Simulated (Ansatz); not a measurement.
## InAs and its competing phases

Theory: DFT PBE, scalar-relativistic, plane waves, PAW (Ansatz). Settings: cutoff 420 eV, Γ-centred meshes spaced at most about 0.3 Å⁻¹, and about 0.25 Å⁻¹ or finer for metals (2π included), Gaussian smearing. No spin polarisation.

The zero of energy is the elements' standard structures at the same level; no fitted shifts are applied.

Temperature and zero-point effects are left out. The reference form of As is held partly by dispersion forces, which this level lacks.

The competitors are the elements and 2 reference phases of this chemical system (from databases or known types: In3As, InAs), relaxed at the same level; other known phases may be missing.

The candidate was reached from: InSe type. Only a and b repeat, and vacuum parts the sheet from its images along c.

```
In As
1.0
     4.35602    0.00000    0.00000
    -2.17801    3.77243    0.00000
     0.00000    0.00000   34.46436
In As
2 2
Direct
  0.00000 0.00000 0.35413
  0.00000 0.00000 0.22618
  0.33333 0.66667 0.37374
  0.33333 0.66667 0.20657
```

Task: Where does it stand against these competitors?

Result: Not the lowest form: another structure of the same formula lies lower. Its formation energy is 0.162 eV/atom. The lowest competing phase at this composition is this:

| phase | space group | source | share of atoms | ΔE_f (eV/atom) |
| --- | --- | --- | --- | --- |
| InAs | F-43m (No. 216) | Materials Project | 1.0000 | -0.244 |

The candidate lies 0.41 eV/atom above this phase. The rivals are bulk phases, so the margin includes the cost of making a free sheet.
